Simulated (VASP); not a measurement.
# CdS (Hawleyite) (F-43m) in VASP: settings compared, part 2 of 2

VASP 6.6.1. The steps go on from the part before.

## 4. Single point, HSE06

Input file POSCAR:

```
CdS
1.0
    0.0000000000      2.9165000000      2.9165000000
    2.9165000000      0.0000000000      2.9165000000
    2.9165000000      2.9165000000      0.0000000000
Cd S
1 1
Direct
    0.0000000000      0.0000000000      0.0000000000
    0.7500000000      0.7500000000      0.7500000000
```

Input file INCAR.step1:

```
PREC = Accurate ; ENCUT = 650
EDIFF = 1E-5 ; ISMEAR = 0
SIGMA = 0.01 ; LREAL = F
LASPH = T ; NELM = 100
ALGO = Normal ; ISIF = 2
LWAVE = T ; LCHARG = F
NBANDS = 17 ; NKRED = 1
GGA = PE
```

Input file INCAR.step2:

```
PREC = Accurate ; ENCUT = 650
EDIFF = 1E-6 ; ISMEAR = 0
SIGMA = 0.01 ; LREAL = F
LASPH = T ; NELM = 100
ALGO = Normal ; ISIF = 2
LWAVE = F ; LCHARG = F
GGA = PE ; LHFCALC = T
HFSCREEN = 0.2 ; PRECFOCK = Fast
NBANDS = 17 ; NKRED = 1
ISTART = 1
```

Input file KPOINTS:

```
Automatic mesh
0
Gamma
  6 6 6
```

Potentials or basis: VASP PAW PBE potentials, release 64 (Cd, S).

The run is started by

```sh
cat potpaw_PBE.64/Cd/POTCAR potpaw_PBE.64/S/POTCAR > POTCAR
cp INCAR.step1 INCAR
mpirun -np 1 vasp_std > vasp.out
cp INCAR.step2 INCAR
mpirun -np 1 vasp_std > vasp.out
```

OUTCAR:

```text
PREC = Accurate
   ENCUT = 650
   EDIFF = 1E-6
   ISMEAR = 0
   LREAL = F
   LASPH = T
   NELM = 100
   ISIF = 2
   GGA = PE
   LHFCALC = T
   HFSCREEN = 0.2
   PRECFOCK = Fast
   NKRED = 1
   ISTART = 1

 Found     16 irreducible k-points:

 Following reciprocal coordinates:
            Coordinates               Weight
  0.000000  0.000000  0.000000      1.000000
  0.166667  0.000000  0.000000      8.000000
  0.333333  0.000000  0.000000      8.000000
  0.500000  0.000000  0.000000      4.000000
  0.166667  0.166667  0.000000      6.000000
  0.333333  0.166667  0.000000     24.000000
   k-points           NKPTS =     16   k-points in BZ     NKDIM =    216   number of bands    NBANDS=     17
   number of dos      NEDOS =    301   number of ions     NIONS =      2
   total plane-waves  NPLWV =  46656
   dimension x,y,z NGX =    36 NGY =   36 NGZ =   36
   dimension x,y,z NGXF=    72 NGYF=   72 NGZF=   72
   ions per type =               1   1
   NGX,Y,Z   is equivalent  to a cutoff of  14.51, 14.51, 14.51 a.u.
   NGXF,Y,Z  is equivalent  to a cutoff of  29.02, 29.02, 29.02 a.u.
 SYSTEM =  unknown system
   PREC   = accura    normal or accurate (medium, high low for compatibility)
   ISTART =      1    job   : 0-new  1-cont  2-samecut
   ICHARG =      0    charge: 1-file 2-atom 10-const
   ISPIN  =      1    spin polarized calculation?
   LNONCOLLINEAR =      F non collinear calculations
   LSORBIT =      F    spin-orbit coupling
   LASPH  =      T    aspherical Exc in radial PAW
   ENCUT  =  650.0 eV  47.77 Ry    6.91 a.u.   8.57  8.57  8.57*2*pi/ulx,y,z
   NELM   =    100;   NELMIN=  2; NELMDL=  0     # of ELM steps
   EDIFF  = 0.1E-05   stopping-criterion for ELM
   LREAL  =      F    real-space projection
   EDIFFG = 0.1E-04   stopping-criterion for IOM
   NSW    =      0    number of steps for IOM
   IBRION =     -1    ionic relax: 0-MD 1-quasi-New 2-CG
   NFREE  =      0    steps in history (QN), initial steepest desc. (CG)
   ISIF   =      2    stress and relaxation
   ISYM   =      3    0-nonsym 1-usesym 2-fastsym
   POTIM  = 0.5000    time-step for ionic-motion
   TEBEG  =    0.0;   TEEND  =   0.0 temperature during run
[... 18 lines left out ...]
   ENCUT4O =  -1.0   cutoff for four orbital integrals eV
   NKREDX  =     1    reduce k-point grid by
   NKREDY  =     1    reduce k-point grid by
   NKREDZ  =     1    reduce k-point grid by
   AEXX    =    0.2500 exact exchange contribution
   HFSCREEN=    0.2000 screening length (either q_TF or 0.3 A-1)
   HFSCREENC=   0.2000 screening length for correlation (either q_TF or 0.3 A-1)
   ENCUTFOCK=  -1.0 apply spherical cutoff to Coloumb kernel
   IVDW    =     0    specifies the selected vdW correction
   LEPSILON=     F    determine dielectric tensor
   LRPA    =     F    only Hartree local field effects (RPA)
 non-spin polarized calculation
 Gauss-broadening in eV      SIGMA  =   0.01
  energy-cutoff  :      650.00
  volume of cell :       49.62
 maximum number of plane-waves:      1893
 NGX is ok and might be reduce to    36
  NGX = 20; NGY = 20; NGZ = 20

 number of electron      17.9999999 magnetization

 Free energy of the ion-electron system (eV)
  ---------------------------------------------------
  ext. energy  EPLUGINS =         0.00000000
  ---------------------------------------------------
  free energy    TOTEN  =        -7.63182042 eV

  energy without entropy =       -7.63182042  energy(sigma->0) =       -7.63182042

 E-fermi :   0.7509     XC(G=0):  -7.5797

 val. band max:        0.6526888131   @ k =   0.0000   0.0000   0.0000
 cond. band min:       2.8404205408   @ k =   0.0000   0.0000   0.0000
 fundamental gap:      2.1877317277
 Fermi energy:         0.7508848120

 k-point     1 :       0.0000    0.0000    0.0000
  band No.  band energies     occupation
      1     -12.9147      2.00000
      2      -8.2053      2.00000
      3      -8.2053      2.00000
      4      -8.2053      2.00000
      5      -7.7209      2.00000
      6      -7.7209      2.00000
[... 97 lines left out ...]
      4      -7.8699      2.00000
      5      -7.6819      2.00000
      6      -7.6814      2.00000
[... 9 lines left out ...]
     16      14.9171      0.00000
     17      17.7001      0.00000

 [... further k-points ...]

------------------------ aborting loop because EDIFF is reached ----------------------------------------

  FORCE on cell =-STRESS in cart. coord.  units (eV):
  Direction    XX          YY          ZZ          XY          YZ          ZX
  --------------------------------------------------------------------------------------
  -------------------------------------------------------------------------------------
  Total        0.6144897      0.6144897      0.6144897     -0.0000000      0.0000000      0.0000000
  in kB       19.8430872     19.8430872     19.8430872     -0.0000000      0.0000000      0.0000000
  external PRESSURE =      19.8430872 kB  Pullay stress =       0.0000000 kB

 VOLUME and BASIS-vectors are now :
 -----------------------------------------------------------------------------
  energy-cutoff  :      650.00
  volume of cell :       49.62
      direct lattice vectors                 reciprocal lattice vectors
     0.000000000  2.916500000  2.916500000    -0.171438368  0.171438368  0.171438368
     2.916500000  0.000000000  2.916500000     0.171438368 -0.171438368  0.171438368
     2.916500000  2.916500000  0.000000000     0.171438368  0.171438368 -0.171438368

 POSITION                                       TOTAL-FORCE (eV/Angst)
 -----------------------------------------------------------------------------------
      0.00000      0.00000      0.00000         0.000000      0.000000      0.000000
      4.37475      4.37475      4.37475        -0.000000     -0.000000     -0.000000
 -----------------------------------------------------------------------------------
    total drift:                               -0.000066     -0.000061     -0.000043

  FREE ENERGIE OF THE ION-ELECTRON SYSTEM (eV)
  ---------------------------------------------------
  free  energy   TOTEN  =        -7.6318204168 eV

  energy  without entropy=       -7.6318204168  energy(sigma->0) =       -7.63182042
```

OUTCAR.step1:

```text
PREC = Accurate
   ENCUT = 650
   EDIFF = 1E-5
   ISMEAR = 0
   LREAL = F
   LASPH = T
[... 232 lines left out ...]
 -----------------------------------------------------------------------------------
      0.00000      0.00000      0.00000         0.000000      0.000000      0.000000
      4.37475      4.37475      4.37475        -0.000000     -0.000000     -0.000000
 -----------------------------------------------------------------------------------
    total drift:                                0.000000      0.000000      0.000000

  FREE ENERGIE OF THE ION-ELECTRON SYSTEM (eV)
  ---------------------------------------------------
  free  energy   TOTEN  =        -6.1190287111 eV

  energy  without entropy=       -6.1190287111  energy(sigma->0) =       -6.11902871
```

Run time: 18 min. Hardware: 1 thread of Intel Xeon Platinum 8488C (Sapphire Rapids), shared host; peak memory 0.34 GiB.

The run converged, but some of its settings lie outside the range that counts as converged, so its numbers aren't taken as properties of the crystal.

What came out:

* Free energy: -7.6318 eV
* Pressure: 2.0 GPa
* Band gap on the k mesh: 2.19 eV, direct

Caveat: the PAW data sets were made with another functional, which shifts forces and pressure a little.

## 5. The reference run

An earlier run on the cell as given: functional PBE; potentials or basis VASP PAW PBE potentials, release 64 (Cd, S); cutoff 520 eV; k mesh 8 × 8 × 8; occupations fermi-dirac, width 0.05 eV; no spin polarisation.

- Pressure: 3.2 GPa
- Band gap on the k mesh: 1.15 eV, direct
